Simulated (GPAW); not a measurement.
# C (P6_3/mmc) in GPAW: notebook, part 2 of 3

GPAW 26.7.0. The steps go on from the part before.

**4. Elastic constants, PBEsol+D3(BJ)+ATM, 5.67 Å³/atom**

The COD entry that gives the cell may itself be a prediction, so a difference from it is no test against experiment.

run.py

```python
import json
import numpy as np
import spglib
from ase.calculators.mixing import SumCalculator
from ase.constraints import FixSymmetry
from ase.filters import FrechetCellFilter
from ase.io import read, write
from ase.optimize import BFGS
from ase.stress import full_3x3_to_voigt_6_stress, voigt_6_to_full_3x3_strain, voigt_6_to_full_3x3_stress
from ase.units import GPa
from dftd3.ase import DFTD3
from gpaw import GPAW, PW, setup_paths

setup_paths.insert(0, '.')

atoms = read('POSCAR')

calc = GPAW(mode=PW(800),
            xc='PBEsol',
            kpts={'size': (7, 7, 2), 'gamma': True},
            occupations={'name': 'fermi-dirac', 'width': 0.05},
            nbands=32,
            convergence={'density': 1e-06, 'eigenstates': 1e-09},
            maxiter=75,
            txt='gpaw.txt')
atoms.calc = SumCalculator([calc, DFTD3(damping='d3bj', params_tweaks=dict(method='pbesol', atm=True))])
atoms.set_constraint(FixSymmetry(atoms))
BFGS(FrechetCellFilter(atoms), trajectory='relax.traj', logfile='-').run(fmax=0.005, steps=40)
atoms.set_constraint()
energy = atoms.get_potential_energy()
forces = atoms.get_forces()
stress = atoms.get_stress()
calc.write('gs.gpw')
write('result.traj', atoms)
print('Cell:', atoms.cell.cellpar().round(4))
print(atoms.get_scaled_positions().round(5))

gpts = tuple(int(n) for n in calc.get_number_of_grid_points())
cell = atoms.cell[:].T
dataset = spglib.get_symmetry((atoms.cell[:], atoms.get_scaled_positions(), atoms.numbers), symprec=1e-4)
rotations = [cell @ w @ np.linalg.inv(cell) for w in dataset['rotations']]
strains, clamped, relaxed = [], [], []
for v in [0, 2, 3]:
    for e in (-0.005, 0.005):
        voigt = np.zeros(6)
        voigt[v] = e
        F = voigt_6_to_full_3x3_strain(voigt)
        a = atoms.copy()
        a.set_cell(atoms.cell[:] @ F, scale_atoms=True)
        c = GPAW(mode=PW(800),
                 xc='PBEsol',
                 kpts={'size': (7, 7, 2), 'gamma': True},
                 occupations={'name': 'fermi-dirac', 'width': 0.05},
                 nbands=32,
                 convergence={'density': 1e-06, 'eigenstates': 1e-09},
                 maxiter=75,
                 gpts=gpts,
                 txt=f'strain-{v}{e:+.3f}.txt')
        a.calc = SumCalculator([c, DFTD3(damping='d3bj', params_tweaks=dict(method='pbesol', atm=True))])
        s0 = s1 = a.get_stress() - stress
        BFGS(a, logfile=None).run(fmax=0.003, steps=25)
        s1 = a.get_stress() - stress
        print(v, e, 'clamped', (s0 / GPa).round(3), 'relaxed', (s1 / GPa).round(3), flush=True)
        for R in rotations:  # images under the point group
            eps = R @ (F - np.eye(3)) @ R.T
            strains.append(full_3x3_to_voigt_6_stress(eps) * [1, 1, 1, 2, 2, 2])
            for s, rows in ((s0, clamped), (s1, relaxed)):
                rows.append(full_3x3_to_voigt_6_stress(R @ voigt_6_to_full_3x3_stress(s) @ R.T))

C0, C = (np.linalg.lstsq(np.array(strains), np.array(s), rcond=None)[0].T / GPa for s in (clamped, relaxed))
print('Clamped-ion Cij (GPa):')
print(C0.round(1))
print('Relaxed-ion Cij (GPa):')
print(C.round(1))
json.dump({'clamped': C0.tolist(), 'relaxed': C.tolist()}, open('elastic.json', 'w'))
```

POSCAR

```
C
1.0
    2.5221000000      0.0000000000      0.0000000000
   -1.2610500000      2.1842026709      0.0000000000
    0.0000000000      0.0000000000      8.2371000000
C
8
Direct
    0.6666666667      0.3333333333      0.8437500000
    0.3333333333      0.6666666667      0.3437500000
    0.6666666667      0.3333333333      0.6562500000
    0.3333333333      0.6666666667      0.1562500000
    0.0000000000      0.0000000000      0.9062500000
    0.0000000000      0.0000000000      0.4062500000
    0.0000000000      0.0000000000      0.5937500000
    0.0000000000      0.0000000000      0.0937500000
```

Potentials or basis: PAW data sets generated in the run's folder for this functional, pw.

On the command line:

```bash
gpaw-setup -f PBEsol C
OMP_NUM_THREADS=1 python run.py
```

gpaw.txt:

```text
__  _  _
 | _ |_)|_||  |
 |__||  | ||/\| - 26.7.0

Input parameters:
  mode=PW(ecut=800.0),
  convergence={'density': 1e-06, 'eigenstates': 1e-09},
  kpts=MonkhorstPack(size=(7, 7, 2), gamma=True),
  maxiter=75,
  nbands=32,
  occupations=Occupations(name='fermi-dirac', width=0.05),
  xc=XC(name='PBEsol')

Diagonalizing LCAO Hamiltonian
Converting LCAO to pw mode

       C
           C
           C
       C
[... 6 lines left out ...]
Atoms  # Å, Bohr magnetons
|   | symbol |        x |         y |        z |    initial magnetic moments |
|---|--------|----------|-----------|----------|-----------------------------|
| 0 |      C | 1.261050 |  0.728068 | 6.950053 | ( 0.0000,  0.0000,  0.0000) |
| 1 |      C | 0.000000 |  1.456135 | 2.831503 | ( 0.0000,  0.0000,  0.0000) |
| 2 |      C | 1.261050 |  0.728068 | 5.405597 | ( 0.0000,  0.0000,  0.0000) |
| 3 |      C | 0.000000 |  1.456135 | 1.287047 | ( 0.0000,  0.0000,  0.0000) |
| 4 |      C | 0.000000 | -0.000000 | 7.464872 | ( 0.0000,  0.0000,  0.0000) |
| 5 |      C | 0.000000 | -0.000000 | 3.346322 | ( 0.0000,  0.0000,  0.0000) |
| 6 |      C | 0.000000 | -0.000000 | 4.890778 | ( 0.0000,  0.0000,  0.0000) |
| 7 |      C | 0.000000 | -0.000000 | 0.772228 | ( 0.0000,  0.0000,  0.0000) |

Unit cell  # Å
| periodic |         x |        y |        z |  lengths |     angles |
|----------|-----------|----------|----------|----------|------------|
|      yes |  2.522100 | 0.000000 | 0.000000 | 2.522100 |  90.000000 |
|      yes | -1.261050 | 2.184203 | 0.000000 | 2.522100 |  90.000000 |
|      yes |  0.000000 | 0.000000 | 8.237100 | 8.237100 | 120.000000 |

Number of symmetries: 12
Symmetry operations  # r_c * U_cc + t_c -> r_c
|    | kind |            matrix            |
[... 835 lines left out ...]
|iter:   7| |  -76.948436c| -8.69 | -4.71 |
|iter:   8| |  -76.948436c| -9.40c| -5.50 |
|iter:   9| |  -76.948436c| -9.93c| -6.11c|

Converged in 9 steps
Energy contributions relative to reference atoms: (reference = -8183.695722)

Energy contributions:
  Kinetic:          70.843338
  Coulomb:         -66.305404
  Zero:              0.176510
  External:          0.000000
  Xc:              -81.662879
  Entropy:          -0.000000
  Spinorbit:         0.000000
  ----------------------------
  Free energy:     -76.948436
  Extrapolated:    -76.948436
[... 28 lines left out ...]
Gap: 4.389 eV
Transition (v -> c):
  (s=0, k=0, n=15, [0.00, 0.00, 0.00]) -> (s=0, k=10, n=16, [0.43, 0.00, 0.00])
Direct/indirect transitions are different
Direct gap: 5.232 eV
Transition at: (s=0, k=0, n=15, [0.00, 0.00, 0.00])

Stress tensor  # eV/Ang^3
|        x |        y |         z |
|----------|----------|-----------|
| 0.021117 | 0.000000 |  0.000000 |
| 0.000000 | 0.021117 |  0.000000 |
| 0.000000 | 0.000000 | -0.020952 |

Forces  # eV/Ang
|        x |        y |        z |
|----------|----------|----------|
|  0.00000 | -0.00000 | -0.18345 |  # C    0
|  0.00000 |  0.00000 | -0.18345 |  # C    1
|  0.00000 | -0.00000 |  0.18345 |  # C    2
| -0.00000 |  0.00000 |  0.18345 |  # C    3
|  0.00000 |  0.00000 | -0.16874 |  # C    4
|  0.00000 |  0.00000 | -0.16874 |  # C    5
|  0.00000 |  0.00000 |  0.16874 |  # C    6
|  0.00000 | -0.00000 |  0.16874 |  # C    7
[... 245 lines left out ...]
        C
       C

Atoms  # Å, Bohr magnetons
|   | symbol |        x |         y |        z |    initial magnetic moments |
|---|--------|----------|-----------|----------|--------
[... cut ...]
mponents: 1
  Grid points: [18 18 54]
  Charge: 0.0  # |e|

Potential:
  Grid points: [18 18 54]
[... 594 lines left out ...]
Forces  # eV/Ang
|        x |        y |        z |
|----------|----------|----------|
|  0.00000 |  0.00000 |  0.00196 |  # C    0
|  0.00000 | -0.00000 |  0.00196 |  # C    1
| -0.00000 |  0.00000 | -0.00196 |  # C    2
|  0.00000 | -0.00000 | -0.00196 |  # C    3
| -0.00000 |  0.00000 |  0.00143 |  # C    4
|  0.00000 |  0.00000 |  0.00143 |  # C    5
|  0.00000 | -0.00000 | -0.00143 |  # C    6
|  0.00000 |  0.00000 | -0.00143 |  # C    7

# Writing to gs.gpw (mode='')
```

strain-0-0.005.txt:

```text
SCF iterations
|iter     | |      energy | eigst |  dens |
|---------|-|-------------|-------|-------|
|iter:   1| |  -79.326361 | +0.17 |       |
|iter:   2| |  -79.005300 | -2.63 | -0.80 |
|iter:   3| |  -76.969714 | -1.21 | -0.83 |
|iter:   4| |  -76.938577 | -2.41 | -1.49 |
|iter:   5| |  -76.940542 | -3.98 | -2.22 |
|iter:   6| |  -76.940500c| -5.12 | -3.12 |
[... 48 lines left out ...]
Transition (v -> c):
  (s=0, k=0, n=15, [0.00, 0.00, 0.00]) -> (s=0, k=26, n=16, [0.43, 0.00, 0.00])
Direct/indirect transitions are different
Direct gap: 5.265 eV
Transition at: (s=0, k=0, n=15, [0.00, 0.00, 0.00])

Stress tensor  # eV/Ang^3
|         x |         y |         z |
|-----------|-----------|-----------|
| -0.057200 | -0.000000 |  0.000000 |
| -0.000000 | -0.021604 | -0.000000 |
|  0.000000 | -0.000000 | -0.020129 |

Forces
```

It took 19 min on 1 thread of Arm Neoverse V1, shared host; peak memory 0.45 GiB.

What came out:

```
Free energy                                  : -77.8808 eV
Relaxed volume                               : 5.58 Å³/atom
Relaxed cell                                 : a = 2.500 Å, b = 2.500 Å, c = 8.244 Å, α = 90.00°, β = 90.00°, γ = 120.00°
Space group after relaxing (to 0.05 Å)       : P6_3/mmc (No. 194)
Pressure after relaxing                      : 0.0 GPa
Band gap on the k mesh                       : 4.45 eV, indirect (least direct gap 5.29 eV)
Voigt bulk modulus                           : 459 GPa
Bulk modulus (Hill)                          : 459 GPa
Shear modulus (Hill)                         : 538 GPa
Young's modulus                              : 1161 GPa
Poisson's ratio (from the elastic constants) : 0.08
Dispersion energy per atom                   : -0.116 eV
```

Caveat: the k mesh is coarse; the density grid can change from cell to cell, which puts small steps into energies and stress; an odd mesh through Γ misses points on the zone boundary, where band edges often lie.

(Continued in part 3 of 3.)
